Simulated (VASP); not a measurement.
# SnSe (Fm-3m) in VASP: single point with HSE06

Aim: the single point of SnSe with HSE06.

Program: VASP 6.6.1. These are calculated values, not measurements. Logs are shortened: lines on timing, memory, paths and dates and some standing lists are left out, and cuts for length are marked.

## Step 1: The structure

The structure is cubic, space group Fm-3m (No. 225). Conventional cell: a = 5.952 Å, b = 5.952 Å, c = 5.952 Å, α = 90.00°, β = 90.00°, γ = 90.00°. Sn (site symmetry m-3m) is surrounded by 6 Se at 2.98 Å. Se (site symmetry m-3m) has 6 Sn at 2.98 Å as nearest neighbours.

Measurements of this composition are mostly on another form, of space group No. 62.

## Step 2: Single point, HSE06

Input file POSCAR:

```
SnSe
1.0
    0.0000000000      2.9758100000      2.9758100000
    2.9758100000      0.0000000000      2.9758100000
    2.9758100000      2.9758100000      0.0000000000
Sn Se
1 1
Direct
    0.0000000000      0.0000000000      0.0000000000
    0.5000000000      0.5000000000      0.5000000000
```

Input file INCAR.step1:

```
ALGO = Normal
EDIFF = 1E-5
ENCUT = 520
GGA = PE
ISIF = 2
ISMEAR = 0
LASPH = True
LCHARG = False
LREAL = False
LWAVE = True
NBANDS = 17
NELM = 100
PREC = Accurate
SIGMA = 0.02
```

Input file INCAR.step2:

```
ALGO = Normal
EDIFF = 1E-6
ENCUT = 520
GGA = PE
HFSCREEN = 0.2
ISIF = 2
ISMEAR = 0
ISTART = 1
LASPH = True
LCHARG = False
LHFCALC = True
LREAL = False
LWAVE = False
NBANDS = 17
NELM = 100
PREC = Accurate
PRECFOCK = Fast
SIGMA = 0.02
```

Input file KPOINTS:

```
k-points
0
Gamma
  6 6 6
```

Potentials or basis: VASP PAW PBE potentials, release 64 (Sn_d, Se).

Launch:

```
$ cat potpaw_PBE.64/Sn_d/POTCAR potpaw_PBE.64/Se/POTCAR > POTCAR
$ cp INCAR.step1 INCAR
$ mpirun -np 1 vasp_std > vasp.out
$ cp INCAR.step2 INCAR
$ mpirun -np 1 vasp_std > vasp.out
```

OUTCAR:

```text
EDIFF = 1E-6
   ENCUT = 520
   GGA = PE
   HFSCREEN = 0.2
   ISIF = 2
   ISMEAR = 0
   ISTART = 1
   LASPH = True
   LHFCALC = True
   LREAL = False
   NELM = 100
   PREC = Accurate
   PRECFOCK = Fast

 ion  position               nearest neighbor table
   1  0.000  0.000  0.000-   2 2.98   2 2.98   2 2.98   2 2.98   2 2.98   2 2.98
   2  0.500  0.500  0.500-   1 2.98   1 2.98   1 2.98   1 2.98   1 2.98   1 2.98

  LATTYP: Found a face centered cubic cell.
 ALAT       =     5.9516200000

  Lattice vectors:

 A1 = (   0.0000000000,   2.9758100000,   2.9758100000)
 A2 = (   2.9758100000,   0.0000000000,   2.9758100000)
 A3 = (   2.9758100000,   2.9758100000,   0.0000000000)

Analysis of symmetry for initial positions (statically):
=====================================================================
 Subroutine PRICEL returns:
 Original cell was already a primitive cell.

 Routine SETGRP: Setting up the symmetry group for a
 face centered cubic supercell.

 Subroutine GETGRP returns: Found 48 space group operations
 (whereof 48 operations were pure point group operations)
 out of a pool of 48 trial point group operations.

The static configuration has the point symmetry O_h .

Analysis of symmetry for dynamics (positions and initial velocities):
=====================================================================
 Subroutine PRICEL returns:
 Original cell was already a primitive cell.

 Routine SETGRP: Setting up the symmetry group for a
 face centered cubic supercell.

 Subroutine GETGRP returns: Found 48 space group operations
 (whereof 48 operations were pure point group operations)
 out of a pool of 48 trial point group operations.

The dynamic configuration has the point symmetry O_h .

 Subroutine INISYM returns: Found 48 space group operations
 (whereof 48 operations are pure point group operations),
 and found     1 'primitive' translations

----------------------------------------------------------------------------------------

                                     Primitive cell

  volume of cell :      52.7042

  direct lattice vectors                    reciprocal lattice vectors
     0.000000000  2.975810000  2.975810000    -0.168021480  0.168021480  0.168021480
     2.975810000  0.000000000  2.975810000     0.168021480 -0.168021480  0.168021480
     2.975810000  2.975810000  0.000000000     0.168021480  0.168021480 -0.168021480

  length of vectors
     4.208430861  4.208430861  4.208430861     0.291021740  0.291021740  0.291021740

  position of ions in fractional coordinates (direct lattice)
     0.000000000  0.000000000  0.000000000
     0.500000000  0.500000000  0.500000000

  ion indices of the primitive-cell ions
   primitive index   ion index
                 1           1
                 2           2

----------------------------------------------------------------------------------------

 KPOINTS: k-points

Automatic generation of k-mesh.
 Grid dimensions read from file:
 generate k-points for:    6    6    6

 Generating k-lattice:

  Cartesian coordinates                     Fractional coordinates (reciprocal lattice)
    -0.028003580  0.028003580  0.028003580     0.166666667  0.000000000  0.000000000
     0.028003580 -0.028003580  0.028003580     0.000000000  0.166666667  0.000000000
     0.028003580  0.028003580 -0.028003580     0.000000000  0.000000000  0.166666667

  Length of vectors
     0.048503623  0.048503623  0.048503623

  Shift w.r.t. Gamma in fractional coordinates (k-lattice)
     0.000000000  0.000000000  0.000000000

 Subroutine IBZKPT returns following result:
 ===========================================

 Found     16 irreducible k-points:

 Following reciprocal coordinates:
            Coordinates               Weight
  0.000000  0.000000  0.000000      1.000000
  0.166667  0.000000  0.000000      8.000000
  0.333333  0.000000  0.000000      8.000000
  0.500000  0.000000  0.000000      4.000000
  0.166667  0.166667  0.000000      6.000000
  0.333333  0.166667  0.000000     24.000000
[... 8 lines left out ...]
 -0.333333  0.333333  0.166667     24.000000
 -0.333333  0.500000  0.166667     12.000000
   k-points           NKPTS =     16   k-points in BZ     NKDIM =    216   number of bands    NBANDS=     17
   number of dos      NEDOS =    301   number of ions     NIONS =      2
   total plane-waves  NPLWV =  32768
   dimension x,y,z NGX =    32 NGY =   32 NGZ =   32
   dimension x,y,z NGXF=    64 NGYF=   64 NGZF=   64
   ions per type =               1   1
   NGX,Y,Z   is equivalent  to a cutoff of  12.64, 12.64, 12.64 a.u.
   NGXF,Y,Z  is equivalent  to a cutoff of  25.28, 25.28, 25.28 a.u.
 SYSTEM =  unknown system
   PREC   = accura    normal or accurate (medium, high low for compatibility)
   ISTART =      1    job   : 0-new  1-cont  2-samecut
   ICHARG =      0    charge: 1-file 2-atom 10-const
   ISPIN  =      1    spin polarized calculation?
   LNONCOLLINEAR =      F non collinear calculations
   LSORBIT =      F    spin-orbit coupling
   LASPH  =      T    aspherical Exc in radial PAW
   ENCUT  =  520.0 eV  38.22 Ry    6.18 a.u.   7.82  7.82  7.82*2*pi/ulx,y,z
   NELM   =    100;   NELMIN=  2; NELMDL=  0     # of ELM steps
   EDIFF  = 0.1E-05   stopping-criterion for ELM
   LREAL  =      F    real-space projection
   EDIFFG = 0.1E-04   stopping-criterion for IOM
   NSW    =      0    number of steps for IOM
   IBRION =     -1    ionic relax: 0-MD 1-quasi-New 2-CG
   NFREE  =      0    steps in history (QN), initial steepest desc. (CG)
   ISIF   =      2    stress and relaxation
   ISYM   =      3    0-nonsym 1-usesym 2-fastsym
   POTIM  = 0.5000    time-step for ionic-motion
   TEBEG  =    0.0;   TEEND  =   0.0 temperature during run
   PSTRESS=    0.0 pullay stress
   NELECT =      20.0000    total number of electrons
   NUPDOWN=      -1.0000    fix difference up-down
   EMIN   =  10.00;   EMAX   =-10.00  energy-range for DOS
   EFERMI =   0.00;   METHOD = LEGACY
   ISMEAR =     0;   SIGMA  =   0.02  broadening in eV -4-tet -1-fermi 0-gaus
   EFERMI_NEDOS =   21; number of points for ismear=-14 and -15
   IALGO  =     38    algorithm
   IMIX   =      1    mixing-type and parameters
     AMIX     =   0.40;   BMIX     =  1.00
     AMIX_MAG =   1.60;   BMIX_MAG =  1.00
  volume/ion in A,a.u.               =      26.35       177.83
  Fermi-wavevector in a.u.,A,eV,Ry     =   1.185231  2.239762 19.113087  1.404772
  Thomas-Fermi vector in A             =   2.321429
   LORBIT       =      0    0 simple, 1 ext, 2 COOP (PROOUT), +10 PAW based schemes
   GGA     = PE    functional components
   LHFCALC =     T    Hartree Fock is set to
   PRECFOCK=fast      Normal, Fast or Accurate (Low or Medium for compatibility)
   ENCUT4O =  -1.0   cutoff for four orbital integrals eV
   NKREDX  =     1    reduce k-point grid by
   NKREDY  =     1    reduce k-point grid by
   NKREDZ  =     1    reduce k-point grid by
   AEXX    =    0.2500 exact exchange contribution
   HFSCREEN=    0.2000 screening length (either q_TF or 0.3 A-1)
   HFSCREENC=   0.2000 screening length for correlation (either q_TF or 0.3 A-1)
   ENCUTFOCK=  -1.0 apply spherical cutoff to Coloumb kernel
   IVDW    =     0    specifies the selected vdW correction
   LEPSILON=     F    determine dielectric tensor
   LRPA    =     F    only Hartree local field effects (RPA)
 non-spin polarized calculation
 Gauss-broadening in eV      SIGMA  =   0.02
  energy-cutoff  :      520.00
  volume of cell :       52.70
 maximum number of plane-waves:      1435
  NGX = 18; NGY = 18; NGZ = 18

 number of electron      20.0000007 magnetization

 Free energy of the ion-electron system (eV)
  ---------------------------------------------------
  ext. energy  EPLUGINS =         0.00000000
  ---------------------------------------------------
  free energy    TOTEN  =        -9.79849583 eV

  energy without entropy =       -9.79849583  energy(sigma->0) =       -9.79849583

 E-fermi :   6.2212     XC(G=0):  -8.1084

 val. band max:        6.0408991167   @ k =   0.5000   0.0000   0.0000
 cond. band min:       6.6077005000   @ k =   0.5000   0.0000   0.0000
 fundamental gap:      0.5668013833
 Fermi energy:         6.2211931054

 k-point     1 :       0.0000    0.0000    0.0000
  band No.  band energies     occupation
      1     -18.1236      2.00000
      2     -18.1236      2.00000
      3     -18.1161      2.00000
      4     -18.1161      2.00000
      5     -18.1161      2.00000
      6      -9.9241      2.00000
[... 9 lines left out ...]
     16      12.1608      0.00000
     17      14.5883      0.00000

 k-point     2 :       0.1667    0.0000    0.0000
  band No.  band energies     occupation
      1     -18.1258      2.00000
      2     -18.1258      2.00000
      3     -18.1155      2.00000
      4     -18.1131      2.00000
      5     -18.1131      2.00000
      6      -9.6971      2.00000
[... 9 lines left out ...]
     16      12.8574      0.00000
     17      16.5601      0.00000

 k-point     3 :       0.3333    0.0000    0.0000
  band No.  band energies     occupation
      1     -18.1312      2.00000
      2     -18.1312      2.00000
      3     -18.1144      2.00000
      4     -18.1060      2.00000
      5     -18.1060      2.00000
      6      -9.1465      2.00000
[... 9 lines left out ...]
     16      14.6317      0.00000
     17      18.7924      0.00000

 k-point     4 :       0.5000    0.0000    0.0000
  band No.  band energies     occupation
      1     -18.1339      2.00000
      2     -18.1339      2.00000
      3     -18.1139      2.00000
      4     -18.1023      2.00000
      5     -18.1023      2.00000
      6      -8.7925      2.00000
[... 9 lines left out ...]
     16      16.8669      0.00000
     17      16.8953      0.00000

 k-point     5 :       0.1667    0.1667    0.0000
  band No.  band energies     occupation
      1     -18.1310      2.00000
      2     -18.1214      2.00000
      3     -18.1181      2.00000
      4     -18.1113      2.00000
      5     -18.1113      2.00000
      6      -9.6207      2.00000
[... 9 lines left out ...]
     16      14.0715      0.00000
     17      15.0298      0.00000

 k-point     6 :       0.3333    0.1667    0.0000
  band No.  band energies     occupation
      1     -18.1379      2.00000
      2     -18.1235      2.00000
      3     -18.1174      2.00000
      4     -18.1069      2.00000
      5     -18.1048      2.00000
      6      -9.1723      2.00000
[... 9 lines left out ...]
     16      15.6154      0.00000
     17      17.4096      0.00000

 k-point     7 :       0.5000    0.1667    0.0000
  band No.  band energies     occupation
      1     -18.1399      2.00000
      2     -18.1288      2.00000
      3     -18.1132      2.00000
      4     -18.1049      2.00000
      5     -18.1012      2.00000
      6      -8.7157      2.00000
[... 9 lines left out ...]
     16      17.0531      0.00000
     17      17.5030      0.00000

 k-point     8 :      -0.3333    0.1667    0.0000
  band No.  band energies     occupation
      1     -18.1351      2.00000
      2     -18.1314      2.00000
      3     -18.1120      2.00000
      4     -18.1049      2.00000
      5     -18.1047      2.00000
      6      -8.8346      2.00000
[... 9 lines left out ...]
     16      16.0922      0.00000
     17      17.8522      0.00000
[... 43 lines left out ...]
      1     -18.1536      2.00000
      2     -18.1200      2.00000
      3     -18.1191      2.00000
      4     -18.0997      2.00000
      5     -18.0982      2.00000
      6      -8.5409      2.00000
[... 9 lines left out ...]
     16      17.8435      0.00000
     17      18.2259      0.00000

 k-point    12 :      -0.3333    0.3333    0.0000
  band No.  band energies     occupation
      1     -18.1460      2.00000
      2     -18.1255      2.00000
      3     -18.1123      2.00000
      4     -18.1047      2.00000
      5     -18.1007      2.00000
      6      -8.5104      2.00000
[... 9 lines left out ...]
     16      15.7487      0.00000
     17      18.3922      0.00000

 k-point    13 :       0.5000    0.5000    0.0000
  band No.  band energies     occupation
      1     -18.1611      2.00000
      2     -18.1239      2.00000
      3     -18.1150      2.00000
      4     -18.0960      2.00000
      5     -18.0960      2.00000
      6      -8.4409      2.00000
[... 9 lines left out ...]
     16      18.6482      0.00000
     17      19.4114      0.00000

 k-point    14 :       0.5000    0.3333    0.1667
  band No.  band energies     occupation
      1     -18.1439      2.00000
      2     -18.1243      2.00000
      3     -18.1159      2.00000
      4     -18.1039      2.00000
      5     -18.1014      2.00000
      6      -8.7538      2.00000
[... 9 lines left out ...]
     16      16.6398      0.00000
     17      17.2256      0.00000

 k-point    15 :      -0.3333    0.3333    0.1667
  band No.  band energies     occupation
      1     -18.1455      2.00000
      2     -18.1262      2.00000
      3     -18.1104      2.00000
      4     -18.1085      2.00000
      5     -18.0986      2.00000
      6      -8.5102      2.00000
[... 9 lines left out ...]
     16      18.1731      0.00000
     17      18.2210      0.00000

 k-point    16 :      -0.3333    0.5000    0.1667
  band No.  band energies     occupation
      1     -18.1531      2.00000
      2     -18.1211      2.00000
      3     -18.1171      2.00000
      4     -18.1032      2.00000
      5     -18.0960      2.00000
      6      -8.4155      2.00000
[... 9 lines left out ...]
     16      18.0235      0.00000
     17      19.5168      0.00000

------------------------ aborting loop because EDIFF is reached ----------------------------------------

  FORCE on cell =-STRESS in cart. coord.  units (eV):
  Direction    XX          YY          ZZ          XY          YZ          ZX
  --------------------------------------------------------------------------------------
  -------------------------------------------------------------------------------------
  Total        0.4005700      0.4005700      0.4005700      0.0000000     -0.0000000     -0.0000000
  in kB       12.1770858     12.1770858     12.1770858      0.0000000     -0.0000000     -0.0000000
  external PRESSURE =      12.1770858 kB  Pullay stress =       0.0000000 kB

 VOLUME and BASIS-vectors are now :
 -----------------------------------------------------------------------------
  energy-cutoff  :      520.00
  volume of cell :       52.70
      direct lattice vectors                 reciprocal lattice vectors
     0.000000000  2.975810000  2.975810000    -0.168021480  0.168021480  0.168021480
     2.975810000  0.000000000  2.975810000     0.168021480 -0.168021480  0.168021480
     2.975810000  2.975810000  0.000000000     0.168021480  0.168021480 -0.168021480

 POSITION                                       TOTAL-FORCE (eV/Angst)
 -----------------------------------------------------------------------------------
      0.00000      0.00000      0.00000        -0.000000     -0.000000     -0.000000
      2.97581      2.97581      2.97581         0.000000      0.000000      0.000000
 -----------------------------------------------------------------------------------
    total drift:                               -0.000001     -0.000000     -0.000002

  FREE ENERGIE OF THE ION-ELECTRON SYSTEM (eV)
  ---------------------------------------------------
  free  energy   TOTEN  =        -9.7984958323 eV

  energy  without entropy=       -9.7984958323  energy(sigma->0) =       -9.79849583
```

Wall time 37 min (1 thread of AMD EPYC 7R13 (Zen 3), shared host); peak memory 0.28 GiB.

Results:

```yaml
Free_energy: -9.7985 eV
Pressure: 1.2 GPa
Band_gap_on_the_k_mesh: 0.57 eV, direct
```

Caveat: the PAW data sets were made with another functional, which shifts forces and pressure a little; spin-orbit coupling is left out, which moves the levels of the heavy elements.
